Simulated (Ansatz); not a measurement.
Br:

```
Br
1.0
     3.36325   -2.32255    0.00000
     3.36325    2.32255    0.00000
     0.00000    0.00000    8.70230
Br
4
Direct
  0.36510 0.63490 0.39010
  0.13490 0.86510 0.89010
  0.63490 0.36510 0.60990
  0.86510 0.13490 0.10990
```

Base run:

* Program: Ansatz 0.2.0
* Functional: RPBE
* Potentials or basis: Ansatz PAW
* Cutoff: 420 eV (not typed: the program's choice for these potentials)
* k mesh: 4 × 4 × 2
* Occupations: fermi-dirac, width 0.05 eV
* Spin: no spin polarisation

Its results: band gap on the k mesh 1.95 eV, indirect (least direct gap 2.00 eV); pressure 3.5 GPa; largest force 0.846 eV/Å.

The run is repeated on the same cell with these changes: functional from RPBE to PBEsol. What comes out?

Band gap on the k mesh 1.82 eV, indirect (least direct gap 1.86 eV); pressure 0.1 GPa; largest force 0.716 eV/Å.

PBEsol binds more tightly than RPBE, so the same cell stands under less pressure.

Caveats: the PAW data sets come from PBE, with cores solved anew for the run's functional, which leaves a small shift of forces and pressure.
